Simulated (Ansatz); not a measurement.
**Na started on a F site next to F started on a Na site in rocksalt NaF, 64 atoms, charge 0**

Level of theory: DFT, PBEsol, PAW, plane waves in Ansatz 0.2.0.

Command:

```sh
ansatz run in.yaml --threads 7 --pin off --max-ram 13300MiB --runs-dir r --events-out ev --progress --plain
```

The input less its lattice and atoms:

```yaml
crystal:
  symmetry: { detect: false }
kpoints:
  mp_grid: { grid: [1, 1, 1], shift: [0.25, 0.25, 0.25] }
hamiltonian:
  xc: pbesol
scf:
  occupations: { method: fermi_dirac, width: 0.01 }
relax:
  f_tol: 0.03
  max_steps: 80
  escape_saddle: false
  adjacent_minimum: "off"
output:
  forces: true
  eigenvalues: true
  populations: true
```

Start:

```xyz
64
Lattice="9.2600 0.0000 0.0000 0.0000 9.2600 0.0000 0.0000 0.0000 9.2600" Properties=species:S:1:pos:R:3 pbc="T T T"
F     2.3021    9.2549    0.0305
F     2.2868    0.0437    4.6159
F     2.3075    4.6276    0.0034
F     6.9294    9.2555    0.0371
F     6.9259    9.2532    4.6130
F     6.9444    4.5919    0.0205
F     6.9783    4.6022    4.6202
F     0.0016    2.3110    9.2341
F     0.0104    2.3503    4.6051
F     0.0055    6.9419    0.0204
F     9.2559    6.9037    4.6068
F     4.6273    2.2843    0.0089
F     4.6178    2.2849    4.6499
F     4.6306    6.9510    9.2435
F     4.6629    6.9681    4.6463
F     9.2479    9.2287    2.3187
F     0.0079    9.2355    6.9532
F     9.2580    4.6487    2.3173
F     0.0222    4.6332    6.9664
F     4.6590    9.2316    2.2907
F     4.6319    0.0490    6.9455
F     4.6169    4.6461    2.3428
F     4.6101    4.5931    6.9392
F     9.2297    4.6528    4.6376
F     2.3092    2.3464    2.3061
F     2.3145    2.2910    6.9775
F     2.3065    6.9279    2.3068
F     2.3156    6.9432    6.9238
F     6.9304    2.2815    2.3224
F     6.9608    2.3146    6.9440
F     6.9393    6.9630    2.3490
F     6.9653    6.9513    6.9248
Na    2.3276    4.6043    4.6044
Na    9.2594    0.0251    9.2464
Na    9.2486    9.2453    4.6399
Na    9.2541    4.6448    9.2411
Na    4.6131    9.2409    9.2485
Na    4.6184    0.0148    4.6255
Na    4.6447    4.6322    0.0033
Na    4.5984    4.6313    4.6607
Na    2.3164    2.3068    0.0212
Na    2.3385    2.3466    4.6116
Na    2.2977    6.9426    9.2256
Na    2.2963    6.9572    4.6367
Na    6.9519    2.2956    0.0135
Na    6.9474    2.2710    4.6479
Na    6.9279    6.9380    9.2284
Na    6.9362    6.9320    4.6129
Na    2.3097    9.2392    2.3275
Na    2.3167    9.2300    6.9817
Na    2.2773    4.6409    2.3179
Na    2.3187    4.6197    6.9314
Na    6.9445    9.2332    2.3081
Na    6.9446    0.0244    6.9554
Na    6.9348    4.6351    2.3325
Na    6.9153    4.6242    6.9589
Na    9.2198    2.3383    2.3104
Na    0.0057    2.3061    6.9335
Na    9.2080    6.9622    2.3142
Na    9.2340    6.9395    6.9124
Na    4.6709    2.2984    2.3496
Na    4.6171    2.3283    6.9473
Na    4.6064    6.9261    2.3187
Na    4.6630    6.9512    6.9366
```

Steps:

```json
{"step": "start", "energy less the first (eV)": "0.000", "largest force component (eV/Å)": "3.053"}
{"step": "1", "energy less the first (eV)": "-3.217", "largest force component (eV/Å)": "2.532"}
{"step": "2", "energy less the first (eV)": "-4.863", "largest force component (eV/Å)": "0.916"}
{"step": "3", "energy less the first (eV)": "-5.676", "largest force component (eV/Å)": "1.561"}
{"step": "4", "energy less the first (eV)": "-6.070", "largest force component (eV/Å)": "1.111"}
{"step": "5", "energy less the first (eV)": "-6.471", "largest force component (eV/Å)": "0.770"}
{"step": "6", "energy less the first (eV)": "-6.882", "largest force component (eV/Å)": "0.692"}
{"step": "7", "energy less the first (eV)": "-7.231", "largest force component (eV/Å)": "0.451"}
{"step": "8", "energy less the first (eV)": "-7.476", "largest force component (eV/Å)": "0.277"}
{"step": "9", "energy less the first (eV)": "-7.610", "largest force component (eV/Å)": "0.201"}
{"step": "10", "energy less the first (eV)": "-7.737", "largest force component (eV/Å)": "0.223"}
{"step": "11", "energy less the first (eV)": "-7.879", "largest force component (eV/Å)": "0.285"}
{"step": "12", "energy less the first (eV)": "-8.015", "largest force component (eV/Å)": "0.306"}
{"step": "13", "energy less the first (eV)": "-8.202", "largest force component (eV/Å)": "0.305"}
{"step": "14", "energy less the first (eV)": "-8.395", "largest force component (eV/Å)": "0.284"}
{"step": "15", "energy less the first (eV)": "-8.537", "largest force component (eV/Å)": "0.112"}
{"step": "16", "energy less the first (eV)": "-8.553", "largest force component (eV/Å)": "0.006"}
```

A structure on the way, about -4.86 eV from the start:

```xyz
64
Lattice="9.2600 0.0000 0.0000 0.0000 9.2600 0.0000 0.0000 0.0000 9.2600" Properties=species:S:1:pos:R:3 pbc="T T T"
F     2.3163    9.2530    0.0190
F     2.3276    0.0191    4.6198
F     2.3426    4.6297    9.2588
F     6.9260    9.2538    0.0182
F     6.9006    9.2590    4.6246
F     6.9045    4.6075    0.0137
F     6.8202    4.6062    4.6283
F     0.0101    2.2936    9.2461
F     0.0406    2.1341    4.6140
F     0.0090    6.9595    0.0091
F     0.0215    7.1287    4.6120
F     4.6167    2.3027    0.0092
F     4.5381    2.3541    4.6419
F     4.6198    6.9382    9.2425
F     4.5727    6.9033    4.6439
F     0.0011    9.2410    2.2995
F     0.0137    9.2417    6.9645
F     0.0162    4.6407    2.1243
F     0.0396    4.6324    7.1474
F     4.6281    9.2406    2.3095
F     4.6188    0.0254    6.9426
F     4.5350    4.6391    2.3984
F     4.5400    4.6071    6.8867
F     0.3606    4.6447    4.6417
F     2.3418    2.3817    2.3555
F     2.3409    2.3407    6.9237
F     2.3416    6.8935    2.3560
F     2.3483    6.9056    6.8896
F     6.9120    2.2853    2.3142
F     6.9294    2.3034    6.9532
F     6.9095    6.9556    2.3252
F     6.9286    6.9527    6.9428
Na    2.2502    4.5942    4.5967
Na    9.2516    0.0120    9.2543
Na    9.2338    9.2584    4.6333
Na    9.2355    4.6388    9.2589
Na    4.6262    9.2492    9.2582
Na    4.6336    0.0094    4.6286
Na    4.6438    4.6256    0.0079
Na    4.7752    4.6305    4.6502
Na    2.3015    2.3081    0.0176
Na    2.2374    2.1672    4.6205
Na    2.2842    6.9428    9.2387
Na    2.2116    7.1150    4.6328
Na    6.9619    2.3039    0.0103
Na    7.0094    2.3251    4.6417
Na    6.9512    6.9375    9.2447
Na    6.9966    6.8961    4.6171
Na    2.2904    9.2452    2.3183
Na    2.3002    9.2443    6.9695
Na    2.1970    4.6424    2.1502
Na    2.2268    4.6236    7.0978
Na    6.9548    9.2378    2.3145
Na    6.9579    0.0141    6.9476
Na    6.9991    4.6312    2.3704
Na    6.9940    4.6184    6.9110
Na    9.2106    2.3681    2.3529
Na    9.2449    2.3524    6.8995
Na    9.2032    6.9199    2.3477
Na    9.2192    6.8967    6.8793
Na    4.6740    2.2889    2.3223
Na    4.6413    2.3064    6.9645
Na    4.6355    6.9462    2.3036
Na    4.6703    6.9646    6.9486
```

End:

```
F Na
1.0
     9.26000    0.00000    0.00000
     0.00000    9.26000    0.00000
     0.00000    0.00000    9.26000
F Na
32 32
Direct
  0.24546 0.00270 0.00317
  0.24441 0.00345 0.50316
  0.24441 0.50269 0.00392
  0.74093 0.00278 0.00325
  0.74092 0.00029 0.50076
  0.74092 0.50029 0.00076
  0.72829 0.50179 0.50226
  0.99489 0.24975 0.00246
  0.98589 0.23453 0.50279
  0.99391 0.75352 0.00245
  0.99528 0.76523 0.50082
  0.49371 0.24908 0.99550
  0.50039 0.24235 0.50638
  0.49240 0.75227 0.00264
  0.49226 0.76088 0.50366
  0.99489 0.00199 0.25022
  0.99391 0.00198 0.75398
  0.98589 0.50232 0.23500
  0.99528 0.50035 0.76570
  0.49371 0.99503 0.24955
  0.49240 0.00217 0.75274
  0.50039 0.50591 0.24281
  0.49226 0.50319 0.76135
  0.26536 0.50234 0.50281
  0.24340 0.25049 0.25096
  0.24316 0.25150 0.75598
  0.24316 0.75551 0.25197
  0.24542 0.75174 0.75221
  0.74809 0.24888 0.24935
  0.74233 0.25139 0.75217
  0.74233 0.75170 0.25186
  0.74151 0.75120 0.75166
  0.38523 0.37104 0.37151
  0.99327 0.00132 0.00179
  0.98891 0.99895 0.50258
  0.98891 0.50211 0.99942
  0.49316 0.99599 0.99646
  0.49472 0.99961 0.50392
  0.49472 0.50345 0.00007
  0.50628 0.53423 0.53469
  0.24057 0.25248 0.99992
  0.21258 0.23956 0.52477
  0.24155 0.75382 0.99970
  0.23618 0.75137 0.50361
  0.75055 0.25334 0.99635
  0.74977 0.25738 0.50323
  0.74489 0.74953 0.00184
  0.75404 0.74762 0.50183
  0.24057 0.99946 0.25294
  0.24155 0.99923 0.75428
  0.21258 0.52430 0.24003
  0.23618 0.50314 0.75184
  0.75055 0.99588 0.25381
  0.74488 0.00137 0.75000
  0.74977 0.50277 0.25784
  0.75404 0.50136 0.74809
  0.99097 0.25627 0.25674
  0.98869 0.25648 0.75056
  0.98869 0.75009 0.25695
  0.99321 0.74519 0.74566
  0.52314 0.22004 0.22051
  0.49489 0.25146 0.75275
  0.49489 0.75228 0.25193
  0.49382 0.75667 0.75714
```

The calculation finished and met its thresholds.

Time: 2.2 min of wall time on 7 threads of a Neoverse-V2 processor, on a host shared with other runs; peak host memory 1.7 GiB.

How much energy did the relaxation gain, and which atom moved most?

8.55 eV in 16 steps, from a start with small random displacements; atom 24 (F) moved 2.49 Å, the median atom 0.08 Å (drift of the whole cell removed).

The one k point has no symmetry partners, which can distort the end along one axis.
